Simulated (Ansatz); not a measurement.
Crystal: AlNi.

```
Ni Al
1.0
     2.88100    0.00000    0.00000
     0.00000    2.88100    0.00000
     0.00000    0.00000    2.88100
Ni Al
1 1
Direct
  0.50000 0.50000 0.50000
  0.00000 0.00000 0.00000
```

Base run:

- Program: Ansatz 0.2.0
- Functional: LDA
- Potentials or basis: Ansatz PAW
- Cutoff: 420 eV (not typed: the program's choice for these potentials)
- k mesh: 9 × 9 × 9
- Occupations: gaussian, width 0.1 eV
- Spin: collinear spin, ferromagnetic start
- Starting moments: [1.0, 0.0] μB

Its results: band gap on the k mesh none (metal or under the smearing width); pressure -8.6 GPa; net moment 0.00 μB per cell.

**Question.** The run is repeated on the same cell with these changes: functional from LDA to PBE. What comes out?

**Answer.** Band gap on the k mesh none (metal or under the smearing width); pressure 1.9 GPa; net moment 0.00 μB per cell.

PBE binds less tightly than LDA, so the same cell stands under more pressure.

Caveats: the starting moments weren't kept; the PAW data sets come from PBE, with cores solved anew for the run's functional, which leaves a small shift of forces and pressure (some runs).
